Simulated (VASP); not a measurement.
# La2O3 (P-3m1) in VASP: a series of runs

One crystal, La2O3, is run at these levels: PBEsol; tasks: relaxation of cell and atoms, electrostatic potential.

Everything below comes from runs of VASP 6.6.1. Logs are shortened: lines on timing, memory, paths and dates and some standing lists are left out, and cuts for length are marked.

## 1. The crystal as given

It takes space group P-3m1 (No. 164, trigonal). The conventional cell has a = 3.920 Å, b = 3.920 Å, c = 6.100 Å, α = 90.00°, β = 90.00°, γ = 120.00°. La (site symmetry 3m) has 7 O at 2.36 to 2.71 Å as nearest neighbours. O (site symmetry -3m) is surrounded by 6 La at 2.71 Å. Around O (site symmetry 3m) lie 4 La at 2.36 to 2.44 Å.

The cell was built by a generator and needn't be a form met in nature.

## 2. Relaxation of cell and atoms, PBEsol

File INCAR:

```
SYSTEM = La2O3
ALGO     = Normal         ! electronic algorithm
EDIFF    = 1E-6           ! SCF threshold, eV
EDIFFG   = -0.005         ! ionic threshold
ENCUT    = 600            ! plane-wave cutoff, eV
GGA      = PS             ! functional
IBRION   = 2              ! ionic algorithm
ISIF     = 3              ! what is computed and relaxed
ISMEAR   = 0              ! smearing method
KPAR     = 2            
LASPH    = .TRUE.         ! aspherical terms in the spheres
LCHARG   = .FALSE.        ! write CHGCAR
LREAL    = .FALSE.        ! projectors in reciprocal space
LWAVE    = .FALSE.        ! write WAVECAR
NELM     = 120            ! most SCF steps
NSW      = 60             ! ionic steps
PREC     = Accurate       ! precision mode
SIGMA    = 0.02           ! smearing width, eV
```

File KPOINTS:

```
k-points
0
G
  8 8 6
  0 0 0
```

File POSCAR:

```
La2O3
1.0
    3.9200000000      0.0000000000      0.0000000000
   -1.9600000000      3.3948195800      0.0000000000
    0.0000000000      0.0000000000      6.1000000000
La O
2 3
Direct
    0.3333333300      0.6666666700      0.2450000000
    0.6666666700      0.3333333300      0.7550000000
    0.0000000000      0.0000000000      0.0000000000
    0.3333333300      0.6666666700      0.6450000000
    0.6666666700      0.3333333300      0.3550000000
```

Potentials or basis: VASP PAW PBE potentials, release 64 (La, O).

The run is started by

```bash
$ cat potpaw_PBE.64/La/POTCAR potpaw_PBE.64/O/POTCAR > POTCAR
$ mpirun -np 2 vasp_std > vasp.out
```

OUTCAR:

```text
SYSTEM = La2O3
   EDIFF = 1E-6
   EDIFFG = -0.005
   ENCUT = 600
   GGA = PS
   IBRION = 2
   ISIF = 3
   ISMEAR = 0
   LASPH = .TRUE.
   LREAL = .FALSE.
   NELM = 120
   NSW = 60
   PREC = Accurate

 ion  position               nearest neighbor table
   1  0.333  0.667  0.245-   5 2.36   5 2.36   5 2.36   4 2.44   3 2.71   3 2.71   3 2.71
   2  0.667  0.333  0.755-   4 2.36   4 2.36   4 2.36   5 2.44   3 2.71   3 2.71   3 2.71
   3  0.000  0.000  0.000-   1 2.71   2 2.71   1 2.71   2 2.71   2 2.71   1 2.71
   4  0.333  0.667  0.645-   2 2.36   2 2.36   2 2.36   1 2.44
   5  0.667  0.333  0.355-   1 2.36   1 2.36   1 2.36   2 2.44

  LATTYP: Found a hexagonal cell.
 ALAT       =     3.9200000000
 C/A-ratio  =     1.5561224490

  Lattice vectors:

 A1 = (   3.9200000000,   0.0000000000,   0.0000000000)
 A2 = (  -1.9600000000,   3.3948195800,   0.0000000000)
 A3 = (   0.0000000000,   0.0000000000,   6.1000000000)

Analysis of symmetry for initial positions (statically):
=====================================================================
 Subroutine PRICEL returns:
 Original cell was already a primitive cell.

 Routine SETGRP: Setting up the symmetry group for a
 hexagonal supercell.

 Subroutine GETGRP returns: Found 12 space group operations
 (whereof 12 operations were pure point group operations)
 out of a pool of 24 trial point group operations.

The static configuration has the point symmetry D_3d.

Analysis of symmetry for dynamics (positions and initial velocities):
=====================================================================
 Subroutine PRICEL returns:
 Original cell was already a primitive cell.

 Routine SETGRP: Setting up the symmetry group for a
 hexagonal supercell.

 Subroutine GETGRP returns: Found 12 space group operations
 (whereof 12 operations were pure point group operations)
 out of a pool of 24 trial point group operations.

The dynamic configuration has the point symmetry D_3d.

 Subroutine INISYM returns: Found 12 space group operations
 (whereof 12 operations are pure point group operations),
 and found     1 'primitive' translations

----------------------------------------------------------------------------------------

                                     Primitive cell

  volume of cell :      81.1769

[... 101 lines left out ...]
   ISYM   =      2    0-nonsym 1-usesym 2-fastsym
   POTIM  = 0.5000    time-step for ionic-motion
   TEBEG  =    0.0;   TEEND  =   0.0 temperature during run
   PSTRESS=    0.0 pullay stress
   NELECT =      40.0000    total number of electrons
   NUPDOWN=      -1.0000    fix difference up-down
   EMIN   =  10.00;   EMAX   =-10.00  energy-range for DOS
   EFERMI =   0.00;   METHOD = LEGACY
   ISMEAR =     0;   SIGMA  =   0.02  broadening in eV -4-tet -1-fermi 0-gaus
   EFERMI_NEDOS =   21; number of points for ismear=-14 and -15
   IALGO  =     38    algorithm
   IMIX   =      4    mixing-type and parameters
     AMIX     =   0.40;   BMIX     =  1.00
     AMIX_MAG =   1.60;   BMIX_MAG =  1.00
  volume/ion in A,a.u.               =      16.24       109.56
  Fermi-wavevector in a.u.,A,eV,Ry     =   1.293056  2.443521 22.748853  1.671994
  Thomas-Fermi vector in A             =   2.424725
   LORBIT       =      0    0 simple, 1 ext, 2 COOP (PROOUT), +10 PAW based schemes
   GGA     = PS    functional components
   LHFCALC =     F    Hartree Fock is set to
   AEXX    =    0.0000 exact exchange contribution
   IVDW    =     0    specifies the selected vdW correction
   LEPSILON=     F    determine dielectric tensor
   LRPA    =     F    only Hartree local field effects (RPA)
 conjugate gradient relaxation of ions
 non-spin polarized calculation
 Gauss-broadening in eV      SIGMA  =   0.02
  energy-cutoff  :      600.00
  volume of cell :       81.18
 maximum number of plane-waves:      2720
 NGX is ok and might be reduce to    32
   NGX = 15   NGY = 15   NGZ = 25

--------------------------------------- Ionic step        1  -------------------------------------------

 number of electron      40.0000000 magnetization

 Free energy of the ion-electron system (eV)
  ---------------------------------------------------
  ext. energy  EPLUGINS =         0.00000000
  ---------------------------------------------------
  free energy    TOTEN  =       -43.70459774 eV

  energy without entropy =      -43.70459774  energy(sigma->0) =      -43.70459774

------------------------ aborting loop because EDIFF is reached ----------------------------------------

  FORCE on cell =-STRESS in cart. coord.  units (eV):
  Direction    XX          YY          ZZ          XY          YZ          ZX
  --------------------------------------------------------------------------------------
  -------------------------------------------------------------------------------------
  Total       -1.3066061     -1.3066061     -1.2827171     -0.0000000      0.0000000      0.0000000
  in kB      -25.7882964    -25.7882964    -25.3168035     -0.0000000      0.0000000      0.0000000
  external PRESSURE =     -25.6311321 kB  Pullay stress =       0.0000000 kB
[... 299 lines left out ...]
--------------------------------------- Ionic step        9  -------------------------------------------

 number of electron      40.0000001 magnetization

 Free energy of the ion-electron system (eV)
  ---------------------------------------------------
  ext. energy  EPLUGINS =         0.00000000
  ---------------------------------------------------
  free energy    TOTEN  =       -43.71804543 eV

  energy without entropy =      -43.71804543  energy(sigma->0) =      -43.71804543

 E-fermi :   6.2443     XC(G=0): -10.8577

 val. band max:        6.1006599874   @ k =   0.2500   0.2500   0.5000
 cond. band min:       9.9165711885   @ k =   0.5000  -0.0000   0.0000
 fundamental gap:      3.8159112011
 Fermi energy:         6.2442525210

 k-point     1 :       0.0000    0.0000    0.0000
  band No.  band energies     occupation
      1     -23.5946      2.00000
      2     -23.3074      2.00000
      3     -10.8978      2.00000
      4      -9.5639      2.00000
      5      -9.1243      2.00000
      6      -7.0616      2.00000
[... 637 lines left out ...]
     23      11.1275      0.00000
     24      11.4184      0.00000

 [... further k-points ...]

------------------------ aborting loop because EDIFF is reached ----------------------------------------

  FORCE on cell =-STRESS in cart. coord.  units (eV):
  Direction    XX          YY          ZZ          XY          YZ          ZX
  --------------------------------------------------------------------------------------
  -------------------------------------------------------------------------------------
  Total        0.0176994      0.0176994      0.0049336     -0.0000000     -0.0000000      0.0000000
  in kB        0.3562194      0.3562194      0.0992941     -0.0000000     -0.0000000      0.0000000
  external PRESSURE =       0.2705776 kB  Pullay stress =       0.0000000 kB
[... 20 lines left out ...]
  FREE ENERGIE OF THE ION-ELECTRON SYSTEM (eV)
  ---------------------------------------------------
  free  energy   TOTEN  =       -43.7180454258 eV

  energy  without entropy=      -43.7180454258  energy(sigma->0) =      -43.71804543

 reached required accuracy - stopping structural energy minimisation
```

OSZICAR:

```text
N       E                     dE             d eps       ncg     rms          rms(c)
DAV:   1     0.481724417683E+03    0.48172E+03   -0.17212E+04  2440   0.284E+03
DAV:   2     0.903577329594E+02   -0.39137E+03   -0.38570E+03  3552   0.419E+02
[... 76 lines left out ...]
       N       E                     dE             d eps       ncg     rms          rms(c)
DAV:   1    -0.437180367068E+02   -0.32121E-04   -0.42367E-02  2800   0.152E+00    0.854E-02
DAV:   2    -0.437180802641E+02   -0.43557E-04   -0.22741E-03  3760   0.458E-01    0.345E-02
DAV:   3    -0.437180480417E+02    0.32222E-04   -0.16789E-04  4328   0.140E-01    0.115E-02
DAV:   4    -0.437180454250E+02    0.26166E-05   -0.32581E-05  4368   0.566E-02    0.627E-03
DAV:   5    -0.437180454258E+02   -0.76489E-09   -0.62918E-06  3408   0.176E-02
   9 F= -.43718045E+02 E0= -.43718045E+02  d E =-.418083E-04
```

CONTCAR:

```text
La2O3
   1.00000000000000
     3.9033826629117021   -0.0000000000000000   -0.0000000000000000
    -1.9516913314558511    3.3804285439745767    0.0000000000000000
     0.0000000000000000   -0.0000000000000000    6.0330850108034273
  La              O
     2     3
Direct
     0.3333333300000021    0.6666666699999979    0.2452803989905444
     0.6666666699999979    0.3333333300000021    0.7547196010094556
     0.0000000000000000    0.0000000000000000    0.0000000000000000
     0.3333333300000021    0.6666666699999979    0.6460806132625505
     0.6666666699999979    0.3333333300000021    0.3539193867374495

  0.00000000E+00  0.00000000E+00  0.00000000E+00
  0.00000000E+00  0.00000000E+00  0.00000000E+00
  0.00000000E+00  0.00000000E+00  0.00000000E+00
  0.00000000E+00  0.00000000E+00  0.00000000E+00
  0.00000000E+00  0.00000000E+00  0.00000000E+00
```

Run time: 4.1 min. Hardware: 2 MPI ranks of Intel Xeon Platinum 8488C (Sapphire Rapids), shared host; peak memory 0.3 GiB.

Results:

```
Free energy                            : -43.7180 eV
Relaxed volume                         : 15.92 Å³/atom
Relaxed cell                           : a = 3.903 Å, b = 3.903 Å, c = 6.033 Å, α = 90.00°, β = 90.00°, γ = 120.00°
Space group after relaxing (to 0.05 Å) : P-3m1 (No. 164)
Energy gained by relaxing              : 2.7 meV/atom
Ionic steps                            : 9
Pressure after relaxing                : 0.0 GPa
Band gap on the k mesh                 : 3.82 eV, indirect (least direct gap 3.97 eV)
```

Step by step:
```
step  energy change (eV)  largest force (eV/Å)  pressure (GPa)  volume (Å³)
   1              0.0000                0.2319           -2.56        81.18
   2              0.0051                0.3273            3.21        78.16
   3             -0.0127                0.0162           -0.03        79.78
   4             -0.0127                0.0204            0.02        79.75
   5             -0.0131                0.0196            0.03        79.71
   6             -0.0133                0.0268            0.04        79.62
   7             -0.0134                0.0175           -0.08        79.67
   8             -0.0134                0.0179           -0.08        79.68
   9             -0.0134                0.0011            0.03        79.61
```

Final structure:
```xyz
5
Lattice="3.9034 0.0000 0.0000 -1.9517 3.3804 0.0000 0.0000 0.0000 6.0331" Properties=species:S:1:pos:R:3 pbc="T T T"
La    0.0000    2.2536    1.4798
La    1.9517    1.1268    4.5533
O     0.0000    0.0000    0.0000
O     0.0000    2.2536    3.8979
O     1.9517    1.1268    2.1352
```

Caveat: the PAW data sets were made with another functional, which shifts forces and pressure a little; spin-orbit coupling is left out, which moves the levels of the heavy elements. A k mesh can miss the band edges.

## 3. Electrostatic potential, PBEsol

This run uses another cell than the first one, of 15.92 Å³/atom, 0.981 times its volume.

File INCAR:

```
PREC     = Accurate       # precision mode
ENCUT    = 520            # plane-wave cutoff, eV
EDIFF    = 1E-6           # SCF threshold, eV
ISMEAR   = 0              # smearing method
SIGMA    = 0.02           # smearing width, eV
LREAL    = False          # projectors in reciprocal space
LASPH    = True           # aspherical terms in the spheres
NELM     = 80             # most SCF steps
ALGO     = Normal         # electronic algorithm
ISIF     = 2              # what is computed and relaxed
LWAVE    = False          # write WAVECAR
LCHARG   = True           # write CHGCAR
GGA      = PS             # functional
LVHAR    = True         
KPAR     = 2
```

File KPOINTS:

```
Automatic mesh
0
Gamma
  8 8 6
```

File POSCAR:

```
La2O3                                   
1.0
    3.9033826629     -0.0000000000     -0.0000000000
   -1.9516913315      3.3804285440      0.0000000000
    0.0000000000     -0.0000000000      6.0330850108
  La              O             
     2     3
Direct
     0.3333333300000021    0.6666666699999979    0.2452803989905444
     0.6666666699999979    0.3333333300000021    0.7547196010094556
     0.0000000000000000    0.0000000000000000    0.0000000000000000
     0.3333333300000021    0.6666666699999979    0.6460806132625505
     0.6666666699999979    0.3333333300000021    0.3539193867374495
```

Potentials or basis: VASP PAW PBE potentials, release 64 (La, O).

The run is started by

```bash
$ cat potpaw_PBE.64/La/POTCAR potpaw_PBE.64/O/POTCAR > POTCAR
$ mpirun -np 2 vasp_std > vasp.out
```

Run time: 58 s. Hardware: 2 MPI ranks of Intel Xeon Platinum 8488C (Sapphire Rapids), shared host; peak memory 0.25 GiB.

It converged, with:

| Item | Value |
| --- | --- |
| Free energy | -43.7093 eV |
| Pressure | 0.1 GPa |
| Band gap on the k mesh | 3.81 eV, indirect (least direct gap 3.97 eV) |

Forces on the atoms (eV/Å):
```
La   0.000  0.000 -0.003
La   0.000  0.000  0.003
O    0.000  0.000  0.000
O    0.000  0.000 -0.001
O    0.000  0.000  0.001
```

Levels at points of the mesh, in eV from the valence-band top:
| k point | band 17 | band 18 | band 19 | band 20 | band 21 | band 22 | band 23 | band 24 |
| --- | --- | --- | --- | --- | --- | --- | --- | --- |
| (0.00, 0.00, 0.00) | -1.77 | -0.44 | -0.44 | -0.16 | 4.31 | 4.57 | 4.57 | 5.25 |
| (0.50, 0.00, 0.00) | -0.76 | -0.67 | -0.43 | -0.32 | 3.81 | 4.79 | 5.32 | 5.36 |
| (0.00, 0.00, 0.50) | -1.07 | -0.87 | -0.33 | -0.33 | 4.77 | 4.77 | 4.78 | 5.10 |
| (0.50, 0.00, 0.50) | -0.97 | -0.78 | -0.38 | -0.01 | 4.46 | 4.66 | 5.22 | 5.38 |

Caveat: the PAW data sets were made with another functional, which shifts forces and pressure a little; spin-orbit coupling is left out, which moves the levels of the heavy elements. Expect the measured gap to be larger: semilocal functionals such as PBEsol lack the derivative discontinuity.
